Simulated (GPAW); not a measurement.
Runs of GPAW 26.7.0 on MoSe2. It takes space group P6_3/mmc (No. 194, hexagonal). The conventional cell has a = 3.288 Å, b = 3.288 Å, c = 12.900 Å, α = 90.00°, β = 90.00°, γ = 120.00°. Mo (site symmetry -6m2) is surrounded by 6 Se at 2.49 Å. Around Se (site symmetry 3m) lie 3 Mo at 2.49 Å. 

```tsv
task	level	potentials or basis	spin	k mesh	smearing	band path	band points	spin axis theta (degrees)	spin axis phi (degrees)	soc after scf	gap on the mesh (eV)	pressure (GPa)	largest force (eV/Å)
band structure	LDA	the program's PAW data sets (release 1.2.1) made for this functional, pw	off	9 × 9 × 2	fermi-dirac 0.05 eV	GMKGALHA,LM,KH	100	-	-	-	0.85	0.3	(a)
band structure	PBE	GPAW PAW data sets (gpaw-data 1.2.1), pw	SOC, no magnetisation	7 × 7 × 2	fermi-dirac 0.05 eV	GMKGALHA,LM,KH	60	0	0	second variation	1.01	8.0	1.10
single point	PBE	GPAW PAW data sets (gpaw-data 1.2.1), pw	off	9 × 9 × 2	gaussian 0.011 eV	-	-	-	-	-	0.87	8.0	1.10
band structure	PBE	GPAW PAW data sets (gpaw-data 1.2.1), pw	off	9 × 9 × 2	fermi-dirac 0.05 eV	GMKGALHA,LM,KH	100	-	-	-	0.87	8.0	1.10
```

Alike in all rows: cell as given; cutoff (eV) 600.

Q: Fill in the values left out.

A: (a) 0.54.

Caveats: the cell's inner coordinates are idealised or old, which leaves forces on the atoms; this functional lacks dispersion, which binds the layers, so the pressure and a relaxed spacing across them are unreliable (some runs); spin-orbit coupling was added after a scalar SCF, so levels and gaps hold it while energy, forces, pressure and moments don't (some runs); this program's spin-orbit splittings come out too wide for heavy elements (some runs); the mesh misses the band edges, which the band path finds closer together (some runs); an odd mesh through Γ misses points on the zone boundary, where band edges often lie (some runs).

A k mesh can miss the band edges, and rows without SOC leave out spin-orbit coupling on Mo, Se.
